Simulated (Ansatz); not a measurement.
# TaN: a line through a two-coordinate scan

One table from this session's results is given with a row withheld; the runs are named, their logs left out.

Program: Ansatz 0.2.0. Level of theory: DFT PBEsol, scalar-relativistic, plane waves, PAW. These are calculated values, not measurements.

16 further runs of the same task are left out: 16 set aside as unsound or not needed. Runs told in other sessions of the task aren't counted.

**Starting point**

The structure is hexagonal, space group P6_3mc (No. 186). Conventional cell: a = 3.122 Å, b = 3.122 Å, c = 6.052 Å, α = 90.00°, β = 90.00°, γ = 120.00°. Ta (site symmetry 3m) is surrounded by 4 N at 1.97 to 2.09 Å. N (site symmetry 3m) is surrounded by 4 Ta at 1.97 to 2.09 Å.

Structure file:

```cif
data_structure
_symmetry_space_group_name_H-M 'P6_3mc'
_symmetry_Int_Tables_number 186
_cell_length_a 3.1220
_cell_length_b 3.1220
_cell_length_c 6.0516
_cell_angle_alpha 90.000
_cell_angle_beta 90.000
_cell_angle_gamma 120.000
_cell_volume 51.08
loop_
_atom_site_label
_atom_site_type_symbol
_atom_site_symmetry_multiplicity
_atom_site_Wyckoff_symbol
_atom_site_fract_x
_atom_site_fract_y
_atom_site_fract_z
_atom_site_occupancy
Ta1 Ta 2 b 0.33333 0.66667 0.03010 1
N1 N 2 b 0.33333 0.66667 0.35490 1
```

This cell was relaxed beforehand with the same method: volume 12.77 Å³/atom, gap on the mesh none (metal).

**What is varied**

The energy is mapped over volume and the cell's shape.

First coordinate, volume per atom: 7 values from 11.24 to 14.30 Å³. Second coordinate, c/a of the conventional cell: 7 values from 1.718 to 2.187.

Nothing else is relaxed (fractional coordinates fixed). Energies count from the relaxed crystal. Points are written as (first, second).

Set-up of the first run:

input.yaml reads:

```yaml
crystal:
  lattice:
    - [2.8738875704, 0.0, 0.0]
    - [-1.4369437852, 2.4888596436, 0.0]
    - [0.0, 0.0, 6.2846173389]
  atoms:
    - { symbol: Ta, position: [0.3333333333, 0.6666666667, 0.0301041378] }
    - { symbol: Ta, position: [0.6666666667, 0.3333333333, 0.5301041378] }
    - { symbol: "N", position: [0.3333333333, 0.6666666667, 0.3548958622] }
    - { symbol: "N", position: [0.6666666667, 0.3333333333, 0.8548958622] }
basis:
  ecutwfc: 520.0
kpoints:
  mp_grid: { grid: [18, 18, 8] }
hamiltonian:
  xc: pbesol
  pseudopotentials: { kind: paw, azcp: { folder: soft_1 } }
scf:
  occupations: { method: gaussian, width: 0.15 }
output:
  forces: true
  stress: true
  eigenvalues: true
```

Launch:

```console
ansatz run input.yaml --threads 2 --pin off --max-ram 4096MiB --backend cpu --events-out ev --progress --plain --runs-dir out
```

Steps of the session up to this table: Point (11.24 Å³, 2.187); Grid point (11.75 Å³, 2.187); Grid point (12.26 Å³, 2.187); The run at (12.77 Å³, 2.187); Grid point (13.79 Å³, 2.187); The run at (14.30 Å³, 2.187).

One table of the session follows, with a row left open; its other results are not shown here.

It belongs to the step «The line in numbers». 

| volume per atom (Å³) | energy (meV/atom) | slope (meV/atom per Å³) | pressure (GPa) | band gap on the k-mesh (eV) | largest force on an atom (eV/Å) |
| --- | --- | --- | --- | --- | --- |
| 11.24 | 302 | −247 | 40 | 0.000 | 2.87 |
| 11.75 | 205 | −138 | 22 | 0.000 | 2.39 |
| 12.26 | 157 | −50 | 8 | 0.000 | 1.97 |
| 12.77 | 151 | 22 | −3 | 0.000 | 1.59 |
| 13.28 | ? | ? | ? | ? | ? |
| 13.79 | 230 | 127 | −20 | 0.029 | 0.97 |
| 14.30 | 305 | 165 | −26 | 0.049 | 0.71 |

Q: Estimate the row for volume per atom (Å³) = 13.28 from the others.

Worked estimate for «energy (meV/atom)». A straight line through the neighbours (12.77, 151) and (13.79, 230) gives 151 + (230 − 151) × (13.28 − 12.77) / (13.79 − 12.77) = 190; a parabola fitted to 4 rows on both sides gives 177.

The run gave: energy (meV/atom): 177; slope (meV/atom per Å³): 80; pressure (GPa): −13; band gap on the k-mesh (eV): 0.000; largest force on an atom (eV/Å): 1.26. In «energy (meV/atom)» the line misses by +13 and the parabola by +0.

Energies count from the relaxed crystal. Rows without a step come from runs not printed here or follow by symmetry. Slopes come from the forces (and the stress, where the cell changes), not from differences of energies.

Caveats from the session: Warnings in the runs' records: pseudo functional mismatch.
